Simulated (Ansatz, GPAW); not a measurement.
Given: the input of a run of GPAW 26.7.0 (ASE script) on Co. 

File run.py:

```python
import numpy as np
from ase import Atoms
from ase.dft.bandgap import bandgap
from ase.io import write
from ase.units import Bohr
from gpaw import GPAW, PW
from gpaw.elf import elf_from_dft_calculation

atoms = Atoms(['Co', 'Co', 'Co', 'Co', 'Co', 'Co'],
              cell=[[2.4873648738, 0, 0.0],
                    [-1.2436824369, 2.1541211692, 0.0],
                    [0.0, 0.0, 25.0780875629]],
              scaled_positions=[[0.66666667, 0.33333334, 0.299065867],
                                [0.33333333, 0.66666666, 0.3768831468],
                                [0.66666667, 0.33333334, 0.4610913601],
                                [0.33333333, 0.66666666, 0.5389086399],
                                [0.66666667, 0.33333334, 0.6231168532],
                                [0.33333333, 0.66666666, 0.700934133]],
              pbc=True)
atoms.set_initial_magnetic_moments([2.0, 2.0, 2.0, 2.0, 2.0, 2.0])
atoms.pbc = (True, True, False)

calc = GPAW(mode=PW(450),
            xc='PBE',
            kpts={'size': (12, 12, 1), 'gamma': True},
            occupations={'name': 'fermi-dirac', 'width': 0.05},
            nbands=53,
            convergence={'density': 1e-05, 'energy': 1e-05},
            maxiter=150,
            poissonsolver={'dipolelayer': 'xy'},
            txt='gpaw.txt')
atoms.calc = calc
energy = atoms.get_potential_energy()
forces = atoms.get_forces()
calc.write('gs.gpw')
write('result.traj', atoms)
print(f'Energy: {energy:.6f} eV')
print('Forces (eV/A):')
print(forces.round(4))
print('Moments:', calc.get_magnetic_moments().round(3))
print('Fermi level:', round(calc.get_fermi_level(), 4), 'eV')
print(f'Gap: {bandgap(calc)[0]:.4f} eV, direct: {bandgap(calc, direct=True)[0]:.4f} eV')

v = calc.get_electrostatic_potential().mean(axis=(0, 1))
z = np.arange(len(v)) * atoms.cell[2, 2] / len(v)
ef = calc.get_fermi_level()
np.savetxt('planar.dat', np.c_[z, v], fmt='%.4f')
below, above = np.interp([1.5, atoms.cell[2, 2] - 1.5], z, v) - ef
print(f'Work functions: bottom {below:.4f} eV, top {above:.4f} eV')
print('Dipole moment:', *calc.get_dipole_moment().round(5), 'e A')

# fields on the real-space grid
write('density.cube', atoms, data=calc.get_pseudo_density() * Bohr**3)
write('potential.cube', atoms, data=calc.get_electrostatic_potential())
write('spin.cube', atoms, data=(calc.get_pseudo_density(spin=0) - calc.get_pseudo_density(spin=1)) * Bohr**3)
write('elf.cube', atoms, data=elf_from_dft_calculation(calc).data)
```

Potentials or basis: GPAW PAW data sets (gpaw-data 1.2.1), pw.

Command:

```sh
$ OMP_NUM_THREADS=1 python run.py
```

Q: Set up the same calculation for Ansatz 0.2.0. Potentials or basis there: Ansatz PAW, cutoff 420 eV.

A: As run (cutoffs and basis follow the program's own potentials, and thresholds, step limits or extra output files can differ):

Contents of input.yaml:

```yaml
crystal:
  lattice:
    - [2.4873648738, 0.0, 0.0]
    - [-1.2436824369, 2.1541211692, 0.0]
    - [0.0, 0.0, 25.0780875629]
  atoms:
    - { symbol: Co, position: [0.66666667, 0.33333334, 0.299065867], spin: 2.0 }
    - { symbol: Co, position: [0.33333333, 0.66666666, 0.3768831468], spin: 2.0 }
    - { symbol: Co, position: [0.66666667, 0.33333334, 0.4610913601], spin: 2.0 }
    - { symbol: Co, position: [0.33333333, 0.66666666, 0.5389086399], spin: 2.0 }
    - { symbol: Co, position: [0.66666667, 0.33333334, 0.6231168532], spin: 2.0 }
    - { symbol: Co, position: [0.33333333, 0.66666666, 0.700934133], spin: 2.0 }
hamiltonian:
  xc: pbe
  pseudopotentials: { kind: paw }
magnetization:
  spin_polarized: true
kpoints:
  mp_grid: { grid: [12, 12, 1] }
scf:
  occupations: { method: fermi_dirac, width: 0.05 }
output:
  forces: true
  eigenvalues: true
efield:
  axis: 3
  dipole_correction: true
  ramp_width: 0.04
```

Potentials or basis: Ansatz PAW.

Launch:

```bash
$ ansatz run input.yaml --threads 4 --pin off --max-ram 11264MiB --backend cpu --events-out ev --progress --plain --runs-dir out
```

Both were run:

|  | GPAW | Ansatz |
| --- | --- | --- |
| Largest force | 0.458 eV/Å | 0.402 eV/Å |
| Net moment | 10.05 μB per cell | 10.04 μB per cell |
| Dipole across the slab | 0.00 e·Å | 0.000 e·Å |
| Work function of the upper face | 4.97 eV | 4.95 eV |
| Work function of the lower face | 4.97 eV | 4.95 eV |

The potentials hold 54 and 102 valence electrons a cell.

Where Ansatz's input types no cutoff or centring, it takes its own default and a Γ-centred mesh.

The magnetic state is the one that the start led to; the real crystal's order can differ.
